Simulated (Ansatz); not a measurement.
A relaxation computed with Ansatz, from input to last step.

```yaml
crystal:
  lattice:
    - [2.5679503869, 0.0, 0.0]
    - [-1.2839751935, 2.2239102707, 0.0]
    - [0.0, 0.0, 6.2900906228]
  atoms:
    - { symbol: Cu, position: [0.0, 0.0, 0.0] }
    - { symbol: Cu, position: [0.3333333333, 0.6666666667, 0.3333333333] }
    - { symbol: Cu, position: [0.6666666667, 0.3333333333, 0.6666666667] }
basis:
  ecutwfc: 420
kpoints:
  mp_grid: { grid: [18, 18, 7] }
hamiltonian:
  xc: pbe
scf:
  occupations: { method: gaussian, width: 0.1 }
output:
  forces: true
  stress: true
  eigenvalues: true
  populations: true
relax:
  adjacent_minimum: "off"
  f_tol: 0.01
  max_steps: 45
  cell: { stress_tol: 0.05 }
```

```bash
ansatz run input.yaml --threads 1 --pin off --max-ram 2560MiB --backend cpu --events-out ev --progress --plain --runs-dir out
```

All numbers below come from DFT PBE, scalar-relativistic, plane waves, PAW in Ansatz.

Of 4 frames 4 are shown, positions in Å and forces in eV/Å; the SCF threshold varies from step to step. Steps run on the plane waves of an earlier cell, with a Pulay correction in the pressure. The basis is chosen afresh for the last frame, the zero of the energies, and can be on the way; energy and pressure step there, also at an unchanged geometry.

```xyz
3
Lattice="2.5680 0.0000 0.0000 -1.2840 2.2239 0.0000 0.0000 0.0000 6.2901" Properties=species:S:1:pos:R:3:forces:R:3 pbc="T T T" step=1 free_energy_over_end_meV_per_atom=0.03 pressure_GPa=-0.18
Cu    0.0000    0.0000    0.0000    0.0000    0.0000    0.0000
Cu    0.0000    1.4826    2.0967    0.0000    0.0000    0.0000
Cu    1.2840    0.7413    4.1934    0.0000    0.0000    0.0000
3
Lattice="2.5681 0.0000 0.0000 -1.2840 2.2240 0.0000 0.0000 0.0000 6.2852" Properties=species:S:1:pos:R:3:forces:R:3 pbc="T T T" step=2 free_energy_over_end_meV_per_atom=0.01 pressure_GPa=-0.09
Cu    0.0000    0.0000    0.0000    0.0000    0.0000    0.0000
Cu    0.0000    1.4827    2.0951    0.0000    0.0000    0.0000
Cu    1.2840    0.7413    4.1901    0.0000    0.0000    0.0000
3
Lattice="2.5690 0.0000 0.0000 -1.2845 2.2248 0.0000 0.0000 0.0000 6.2768" Properties=species:S:1:pos:R:3:forces:R:3 pbc="T T T" step=3 free_energy_over_end_meV_per_atom=-0.01 pressure_GPa=0.00
Cu    0.0000    0.0000    0.0000    0.0000    0.0000    0.0000
Cu    0.0000    1.4832    2.0923    0.0000    0.0000    0.0000
Cu    1.2845    0.7416    4.1845    0.0000    0.0000    0.0000
3
Lattice="2.5690 0.0000 0.0000 -1.2845 2.2248 0.0000 0.0000 0.0000 6.2768" Properties=species:S:1:pos:R:3:forces:R:3 pbc="T T T" step=4 free_energy_over_end_meV_per_atom=0.00 pressure_GPa=0.00
Cu    0.0000    0.0000    0.0000    0.0000    0.0000    0.0000
Cu    0.0000    1.4832    2.0923    0.0000    0.0000    0.0000
Cu    1.2845    0.7416    4.1845    0.0000    0.0000    0.0000
```

It took 2.5 min on 1 thread of Intel(R) Xeon(R) Processor @ 2.50GHz (Skylake/Cascade Lake) (shared host), peak memory 0.52 GiB.